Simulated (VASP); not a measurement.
# AlN (P6_3mc) in VASP: band structure with PBE

Aim: the band structure of AlN with PBE.

Program: VASP 6.6.1. These are calculated values, not measurements. Logs are shortened: lines on timing, memory, paths and dates and some standing lists are left out, and cuts for length are marked.

**The experiment to reproduce.**

“Self-assembly of well-separated AlN nanowires directly on sputtered metallic TiN films”, 2019, arxiv:1910.07391 quotes, for a bulk crystal of AlN at 10 K: band gap 6.034 eV (an exciton energy, a little under the gap).

The runs below are set against these values where they give the same quantity.

### 1 The crystal as given

Symmetry: P6_3mc, No. 186, hexagonal system. Conventional cell: a = 3.128 Å, b = 3.128 Å, c = 5.015 Å, α = 90.00°, β = 90.00°, γ = 120.00°. Around Al (site symmetry 3m) lie 4 N at 1.90 to 1.91 Å. Around N (site symmetry 3m) lie 4 Al at 1.90 to 1.91 Å.

### 2 Band structure, PBE

INCAR

```
PREC = Accurate
ENCUT = 700
EDIFF = 1E-7
ISMEAR = 0
SIGMA = 0.02
LREAL = False
LASPH = True
NELM = 80
ALGO = Fast
ISIF = 2
LWAVE = False
LCHARG = False
GGA = PE
NBANDS = 16
```

KPOINTS

```
regular mesh
0
Gamma
  12 12 6
```

POSCAR

```
AlN                                     
1.0
    3.1280304168     -0.0000000000      0.0000000000
   -1.5640152085      2.7089538028      0.0000000000
    0.0000000000      0.0000000000      5.0150912975
  Al              N             
     2     2
Direct
     0.3333333300000021    0.6666666699999979    0.9992451410665658
     0.6666666699999979    0.3333333300000021    0.4992451410665658
     0.3333333300000021    0.6666666699999979    0.3807548589334368
     0.6666666699999979    0.3333333300000021    0.8807548589334367
```

KPOINTS_OPT

```
path GMKGALHA,LM,KH
15
line-mode
reciprocal
 0.0000000000  0.0000000000  0.0000000000  G
 0.5000000000  0.0000000000  0.0000000000  M

 0.5000000000  0.0000000000  0.0000000000  M
 0.3333333333  0.3333333333  0.0000000000  K

 0.3333333333  0.3333333333  0.0000000000  K
 0.0000000000  0.0000000000  0.0000000000  G

 0.0000000000  0.0000000000  0.0000000000  G
 0.0000000000  0.0000000000  0.5000000000  A

 0.0000000000  0.0000000000  0.5000000000  A
 0.5000000000  0.0000000000  0.5000000000  L

 0.5000000000  0.0000000000  0.5000000000  L
 0.3333333333  0.3333333333  0.5000000000  H

 0.3333333333  0.3333333333  0.5000000000  H
 0.0000000000  0.0000000000  0.5000000000  A

 0.5000000000  0.0000000000  0.5000000000  L
 0.5000000000  0.0000000000  0.0000000000  M

 0.3333333333  0.3333333333  0.0000000000  K
 0.3333333333  0.3333333333  0.5000000000  H
```

Potentials or basis: VASP PAW PBE potentials, release 64 (Al, N).

Launch:

```console
> cat potpaw_PBE.64/Al/POTCAR potpaw_PBE.64/N/POTCAR > POTCAR
> mpirun -np 1 vasp_std > vasp.out
```

OUTCAR:

```text
PREC = Accurate
   ENCUT = 700
   EDIFF = 1E-7
   ISMEAR = 0
   LREAL = False
   LASPH = True
   NELM = 80
   ISIF = 2
   GGA = PE

 ion  position               nearest neighbor table
   1  0.333  0.667  0.999-   4 1.90   4 1.90   4 1.90   3 1.91   2 3.09   2 3.09   2 3.09   2 3.09
                             2 3.09   2 3.09
   2  0.667  0.333  0.499-   3 1.90   3 1.90   3 1.90   4 1.91   1 3.09   1 3.09   1 3.09   1 3.09
                             1 3.09   1 3.09
   3  0.333  0.667  0.381-   2 1.90   2 1.90   2 1.90   1 1.91
   4  0.667  0.333  0.881-   1 1.90   1 1.90   1 1.90   2 1.91

  LATTYP: Found a hexagonal cell.
 ALAT       =     3.1280304168
 C/A-ratio  =     1.6032744664

  Lattice vectors:

 A1 = (   3.1280304168,   0.0000000000,   0.0000000000)
 A2 = (  -1.5640152085,   2.7089538028,   0.0000000000)
 A3 = (   0.0000000000,   0.0000000000,   5.0150912975)

Analysis of symmetry for initial positions (statically):
=====================================================================
 Subroutine PRICEL returns:
 Original cell was already a primitive cell.

 Routine SETGRP: Setting up the symmetry group for a
 hexagonal supercell.

 Subroutine GETGRP returns: Found 12 space group operations
 (whereof  6 operations were pure point group operations)
 out of a pool of 24 trial point group operations.

The static configuration has the point symmetry C_3v.
 The point group associated with its full space group is C_6v.

Analysis of symmetry for dynamics (positions and initial velocities):
=====================================================================
 Subroutine PRICEL returns:
 Original cell was already a primitive cell.

 Routine SETGRP: Setting up the symmetry group for a
 hexagonal supercell.

 Subroutine GETGRP returns: Found 12 space group operations
 (whereof  6 operations were pure point group operations)
 out of a pool of 24 trial point group operations.

The dynamic configuration has the point symmetry C_3v.
 The point group associated with its full space group is C_6v.

 Subroutine INISYM returns: Found 12 space group operations
 (whereof  6 operations are pure point group operations),
 and found     1 'primitive' translations

----------------------------------------------------------------------------------------

                                     Primitive cell

  volume of cell :      42.4963

  direct lattice vectors                    reciprocal lattice vectors
     3.128030417  0.000000000  0.000000000     0.319689986  0.184573100  0.000000000
    -1.564015209  2.708953803  0.000000000     0.000000000  0.369146199  0.000000000
     0.000000000  0.000000000  5.015091297     0.000000000  0.000000000  0.199398165

  length of vectors
     3.128030417  3.128030415  5.015091297     0.369146199  0.369146199  0.199398165

  position of ions in fractional coordinates (direct lattice)
     0.333333330  0.666666670  0.999245141
     0.666666670  0.333333330  0.499245141
     0.333333330  0.666666670  0.380754859
     0.666666670  0.333333330  0.880754859

  ion indices of the primitive-cell ions
   primitive index   ion index
                 1           1
                 2           2
                 3           3
                 4           4

----------------------------------------------------------------------------------------

 KPOINTS: regular mesh

Automatic generation of k-mesh.
 Grid dimensions read from file:
 generate k-points for:   12   12    6

 Generating k-lattice:

  Cartesian coordinates                     Fractional coordinates (reciprocal lattice)
     0.026640832  0.015381092  0.000000000     0.083333333  0.000000000  0.000000000
     0.000000000  0.030762183  0.000000000     0.000000000  0.083333333  0.000000000
     0.000000000  0.000000000  0.033233027     0.000000000  0.000000000  0.166666667

  Length of vectors
     0.030762183  0.030762183  0.033233027

  Shift w.r.t. Gamma in fractional coordinates (k-lattice)
     0.000000000  0.000000000  0.000000000

 Subroutine IBZKPT returns following result:
 ===========================================

 Found     76 irreducible k-points:

 Following reciprocal coordinates:
            Coordinates               Weight
  0.000000  0.000000  0.000000      1.000000
  0.083333 -0.000000  0.000000      6.000000
  0.166667 -0.000000  0.000000      6.000000
  0.250000  0.000000  0.000000      6.000000
  0.333333  0.000000  0.000000      6.000000
  0.416667  0.000000  0.000000      6.000000
[... 16 lines left out ...]
  0.250000  0.000000  0.166667     12.000000
  0.333333  0.000000  0.166667     12.000000
 [... further k-points ...]
   k-points           NKPTS =     76   k-points in BZ     NKDIM =     76   number of bands    NBANDS=     16
   number of dos      NEDOS =    301   number of ions     NIONS =      4
   total plane-waves  NPLWV =  37632
   dimension x,y,z NGX =    28 NGY =   28 NGZ =   48
   dimension x,y,z NGXF=    56 NGYF=   56 NGZF=   96
   ions per type =               2   2
   NGX,Y,Z   is equivalent  to a cutoff of  14.88, 14.88, 15.91 a.u.
   NGXF,Y,Z  is equivalent  to a cutoff of  29.76, 29.76, 31.82 a.u.
 SYSTEM =  unknown system
   PREC   = accura    normal or accurate (medium, high low for compatibility)
   ISTART =      0    job   : 0-new  1-cont  2-samecut
   ICHARG =      2    charge: 1-file 2-atom 10-const
   ISPIN  =      1    spin polarized calculation?
   LNONCOLLINEAR =      F non collinear calculations
   LSORBIT =      F    spin-orbit coupling
   LASPH  =      T    aspherical Exc in radial PAW
   ENCUT  =  700.0 eV  51.45 Ry    7.17 a.u.   6.75  6.75 10.82*2*pi/ulx,y,z
   NELM   =     80;   NELMIN=  2; NELMDL= -5     # of ELM steps
   EDIFF  = 0.1E-06   stopping-criterion for ELM
   LREAL  =      F    real-space projection
   EDIFFG = 0.1E-05   stopping-criterion for IOM
   NSW    =      0    number of steps for IOM
   IBRION =     -1    ionic relax: 0-MD 1-quasi-New 2-CG
   NFREE  =      0    steps in history (QN), initial steepest desc. (CG)
   ISIF   =      2    stress and relaxation
   ISYM   =      2    0-nonsym 1-usesym 2-fastsym
   POTIM  = 0.5000    time-step for ionic-motion
   TEBEG  =    0.0;   TEEND  =   0.0 temperature during run
   PSTRESS=    0.0 pullay stress
   NELECT =      16.0000    total number of electrons
   NUPDOWN=      -1.0000    fix difference up-down
   EMIN   =  10.00;   EMAX   =-10.00  energy-range for DOS
   EFERMI =   0.00;   METHOD = LEGACY
   ISMEAR =     0;   SIGMA  =   0.02  broadening in eV -4-tet -1-fermi 0-gaus
   EFERMI_NEDOS =   21; number of points for ismear=-14 and -15
   IALGO  =     68    algorithm
   IMIX   =      4    mixing-type and parameters
     AMIX     =   0.40;   BMIX     =  1.00
     AMIX_MAG =   1.60;   BMIX_MAG =  1.00
  volume/ion in A,a.u.               =      10.62        71.69
  Fermi-wavevector in a.u.,A,eV,Ry     =   1.182128  2.233897 19.013130  1.397426
  Thomas-Fermi vector in A             =   2.318388
   LORBIT       =      0    0 simple, 1 ext, 2 COOP (PROOUT), +10 PAW based schemes
   GGA     = PE    functional components
   LHFCALC =     F    Hartree Fock is set to
   AEXX    =    0.0000 exact exchange contribution
   IVDW    =     0    specifies the selected vdW correction
   LEPSILON=     F    determine dielectric tensor
   LRPA    =     F    only Hartree local field effects (RPA)
 non-spin polarized calculation
 RMM-DIIS sequential band-by-band and
 Gauss-broadening in eV      SIGMA  =   0.02
  energy-cutoff  :      700.00
  volume of cell :       42.50
 maximum number of plane-waves:      1822
 NGX is ok and might be reduce to    28
   NGX = 13   NGY = 13   NGZ = 21

 number of electron      16.0000001 magnetization

 Free energy of the ion-electron system (eV)
  ---------------------------------------------------
  ext. energy  EPLUGINS =         0.00000000
  ---------------------------------------------------
  free energy    TOTEN  =       -29.78976763 eV

  energy without entropy =      -29.78976763  energy(sigma->0) =      -29.78976763

 E-fermi :   6.0814     XC(G=0): -10.8360

 val. band max:        5.9821147775   @ k =   0.0000   0.0000   0.0000
 cond. band min:      10.0447222478   @ k =   0.0000   0.0000   0.0000
 fundamental gap:      4.0626074703
 Fermi energy:         6.0814137780

 k-point     1 :       0.0000    0.0000    0.0000
  band No.  band energies     occupation
      1      -9.0967      2.00000
      2      -7.0083      2.00000
      3       0.0670      2.00000
      4       5.1373      2.00000
      5       5.1373      2.00000
      6       5.7801      2.00000
[... 8 lines left out ...]
     15      18.9676      0.00000
     16      18.9676      0.00000

 k-point     2 :       0.0833   -0.0000    0.0000
  band No.  band energies     occupation
      1      -9.0098      2.00000
      2      -6.9590      2.00000
      3       0.1710      2.00000
      4       4.7282      2.00000
      5       5.0223      2.00000
      6       5.3650      2.00000
[... 8 lines left out ...]
     15      18.9850      0.00000
     16      19.0448      0.00000

 k-point     3 :       0.1667   -0.0000    0.0000
  band No.  band energies     occupation
      1      -8.7568      2.00000
      2      -6.8244      2.00000
      3       0.4777      2.00000
      4       3.7317      2.00000
      5       4.4926      2.00000
      6       4.7516      2.00000
[... 8 lines left out ...]
     15      18.2231      0.00000
     16      18.6797      0.00000
[... 362 lines left out ...]
 k-point    23 :       0.2500    0.0000    0.1667
  band No.  band energies     occupation
      1      -8.2715      2.00000
      2      -6.7953      2.00000
      3       1.1091      2.00000
      4       2.7304      2.00000
      5       3.3661      2.00000
      6       4.5054      2.00000
[... 8 lines left out ...]
     15      18.1872      0.00000
     16      19.2014      0.00000

 k-point    24 :       0.3333    0.0000    0.1667
  band No.  band energies     occupation
      1      -7.8016      2.00000
      2      -6.6064      2.00000
      3       1.1349      2.00000
      4       2.0836      2.00000
      5       2.6854      2.00000
      6       4.2407      2.00000
[... 8 lines left out ...]
     15      18.2271      0.00000
     16      20.1224      0.00000

 [... further k-points ...]

------------------------ aborting loop because EDIFF is reached ----------------------------------------

  FORCE on cell =-STRESS in cart. coord.  units (eV):
  Direction    XX          YY          ZZ          XY          YZ          ZX
  --------------------------------------------------------------------------------------
  -------------------------------------------------------------------------------------
  Total       -0.0008555     -0.0008555     -0.0003466      0.0000000      0.0000000      0.0000000
  in kB       -0.0322519     -0.0322519     -0.0130668      0.0000000      0.0000000      0.0000000
  external PRESSURE =      -0.0258569 kB  Pullay stress =       0.0000000 kB

 VOLUME and BASIS-vectors are now :
 -----------------------------------------------------------------------------
  energy-cutoff  :      700.00
  volume of cell :       42.50
      direct lattice vectors                 reciprocal lattice vectors
     3.128030417  0.000000000  0.000000000     0.319689986  0.184573100  0.000000000
    -1.564015209  2.708953803  0.000000000     0.000000000  0.369146199  0.000000000
     0.000000000  0.000000000  5.015091297     0.000000000  0.000000000  0.199398165

 POSITION                                       TOTAL-FORCE (eV/Angst)
 -----------------------------------------------------------------------------------
     -0.00000      1.80597      5.01131        -0.000000      0.000000     -0.000548
      1.56402      0.90298      2.50376        -0.000000      0.000000     -0.000548
     -0.00000      1.80597      1.90952         0.000000     -0.000000      0.000548
      1.56402      0.90298      4.41707        -0.000000      0.000000      0.000548
 -----------------------------------------------------------------------------------
    total drift:                               -0.000009      0.000005      0.000576

  FREE ENERGIE OF THE ION-ELECTRON SYSTEM (eV)
  ---------------------------------------------------
  free  energy   TOTEN  =       -29.7897676287 eV

  energy  without entropy=      -29.7897676287  energy(sigma->0) =      -29.78976763
```

Run time: 2.2 min. Hardware: 1 thread of Intel Xeon Platinum 8259CL at 2.50GHz (Skylake/Cascade Lake), shared host; peak memory 0.26 GiB.

What came out:

```yaml
Free_energy: -29.7898 eV
Pressure: 0.0 GPa
Band_gap_on_the_k_mesh: 4.06 eV, direct
Band_gap_along_the_path: 4.06 eV, direct
```

Levels at the corners of the path, in eV from the valence-band top:
```tsv
point	band 6	band 7	band 8	band 9	band 10	band 11
Γ	-0.20	-0.20	0.00	4.06	6.53	10.47
M	-2.06	-1.75	-0.68	5.77	5.77	8.04
M	-2.06	-1.75	-0.68	5.77	5.77	8.04
K	-2.41	-2.35	-2.35	5.05	8.29	9.56
K	-2.41	-2.35	-2.35	5.05	8.29	9.56
Γ	-0.20	-0.20	0.00	4.06	6.53	10.47
Γ	-0.20	-0.20	0.00	4.06	6.53	10.47
A	-0.53	-0.53	-0.53	6.33	6.33	10.18
A	-0.53	-0.53	-0.53	6.33	6.33	10.18
L	-1.44	-1.35	-1.35	5.25	5.25	9.15
L	-1.44	-1.35	-1.35	5.25	5.25	9.15
H	-3.79	-0.79	-0.79	7.36	7.36	7.72
H	-3.79	-0.79	-0.79	7.36	7.36	7.72
A	-0.53	-0.53	-0.53	6.33	6.33	10.18
L	-1.44	-1.35	-1.35	5.25	5.25	9.15
M	-2.06	-1.75	-0.68	5.77	5.77	8.04
K	-2.41	-2.35	-2.35	5.05	8.29	9.56
H	-3.79	-0.79	-0.79	7.36	7.36	7.72
```

### 3 How close it comes

Step 2. A measured gap of AlN is 6.034 eV (an exciton energy, a little under the gap; 10 K; quoted in “Self-assembly of well-separated AlN nanowires directly on sputtered metallic TiN films”, 2019, arxiv:1910.07391); the calculated 4.06 eV misses it by -1.97 eV. 2 values of this kind are on record (6.034 to 6.0343 eV); this one was drawn at random. The value is that of PBE, without temperature or zero-point motion. Semilocal functionals fall short of measured gaps as a rule.
